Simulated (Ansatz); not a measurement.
# CdSe: LAPW beside PAW

Aim: solve CdSe at one geometry with all-electron LAPW, frozen-core PAW and datasets made for this crystal, and see where they agree.

Method: DFT LDA, scalar-relativistic, in Ansatz 0.2.0.

### Step 1. The system as given

It takes space group F-43m (No. 216, cubic). Conventional cell: a = 6.141 Å, b = 6.141 Å, c = 6.141 Å, α = 90.00°, β = 90.00°, γ = 90.00°. Cd (site symmetry -43m) has 4 Se at 2.66 Å as nearest neighbours. Se (site symmetry -43m) is surrounded by 4 Cd at 2.66 Å.

Coordinates:

```
CELL_PARAMETERS angstrom
0.00000 3.07027 3.07027
3.07027 0.00000 3.07027
3.07027 3.07027 0.00000
ATOMIC_POSITIONS crystal
Cd 0.00000 0.00000 0.00000
Se 0.25000 0.25000 0.25000
```

The cell is one relaxed in the Materials Project, used as it stands.

Atoms are numbered in the order of the input: Cd1, Se2.

### Step 2. All-electron LAPW

Contents of input.yaml:

```yaml
crystal:
  lattice:
    - [0.0, 3.0702711986, 3.0702711986]
    - [3.0702711986, 0.0, 3.0702711986]
    - [3.0702711986, 3.0702711986, 0.0]
  atoms:
    - { symbol: Cd, position: [0.0, 0.0, 0.0] }
    - { symbol: Se, position: [0.25, 0.25, 0.25] }
kpoints:
  mp_grid: { grid: [8, 8, 8] }
  band_path:
    path:
      - [0.0, 0.0, 0.0]
      - [-0.5, -0.5, 0.0]
      - [-0.375, -0.375, 0.25]
      - [-0.375, 0.0, 0.375]
      - [0.0, 0.0, 0.0]
      - [0.0, 0.0, 0.5]
      - [-0.5, -0.25, 0.25]
      - [-0.5, -0.5, 0.0]
    npoints: 14
scf:
  occupations: { method: fermi_dirac, width: 0.03 }
hamiltonian:
  xc: lda
  pseudopotentials: { kind: all_electron, lapw: { basis_error: 0.001 } }
output:
  forces: true
  stress: true
  eigenvalues: true
  fatbands: true
  populations: true
  dos: { projected: true, de: 0.2, e_range: [-14, 8] }
```

Launch:

```
$ ansatz run input.yaml --threads 1 --pin off --max-ram 3072MiB --backend cpu --events-out ev --progress --plain --runs-dir out
```

### Step 3. Frozen-core PAW

Changes to input.yaml since step 2:

```diff
@@ -25,3 +25,3 @@
   xc: lda
-  pseudopotentials: { kind: all_electron, lapw: { basis_error: 0.001 } }
+  pseudopotentials: { kind: paw }
 output:
@@ -30,4 +30,9 @@
   eigenvalues: true
-  fatbands: true
+  efg: { contact_densities: true }
   populations: true
+  bader: true
   dos: { projected: true, de: 0.2, e_range: [-14, 8] }
+  write_density: true
+  write_potential: true
+  elf: true
+  volumetric_format: npy
```

### Step 4. Datasets made for this crystal

Changes to input.yaml since step 3:

```diff
@@ -20,3 +20,3 @@
       - [-0.5, -0.5, 0.0]
-    npoints: 14
+    npoints: 8
 scf:
@@ -25,3 +25,3 @@
   xc: lda
-  pseudopotentials: { kind: paw }
+  pseudopotentials: { kind: all_electron, datasets: crystal }
 output:
@@ -31,8 +31 @@
   efg: { contact_densities: true }
-  populations: true
-  bader: true
-  dos: { projected: true, de: 0.2, e_range: [-14, 8] }
-  write_density: true
-  write_potential: true
-  elf: true
-  volumetric_format: npy
```

(Steps that only read results are left out.)

Q: Predict the outcome of this session. Wanted: pressure; gap; Bader charges; highest ELF.

The runs gave:

```
           quantity                                              value
           pressure  LAPW -3.25, PAW -3.26, crystal datasets -3.25 GPa
         gap (LAPW)                               0.27 eV, direct at Γ
Bader charges (PAW)                             Cd1 +0.64, Se2 -0.64 e
  highest ELF (PAW)                               0.82, 0.90 Å from Se
```

At this geometry the cell is under tension of 3.2 GPa, so it would shrink if let go. A gap opens: 0.27 eV, direct at Γ. It is the Kohn-Sham gap of a semilocal functional, which mostly lies below the gap found in experiment. The top eV of the valence band is mostly Se 4p (94 % of the projected weight). The projection holds only the free atom's occupied shells (Cd 5s, Cd 4d, Se 4s, Se 4p in this range). PAW lies -0.01 GPa from LAPW in pressure and less than 0.01 eV in the gap. The price, with the outputs that each input asks for: 41 s for LAPW against 26 s for PAW, about 1.6 to one.
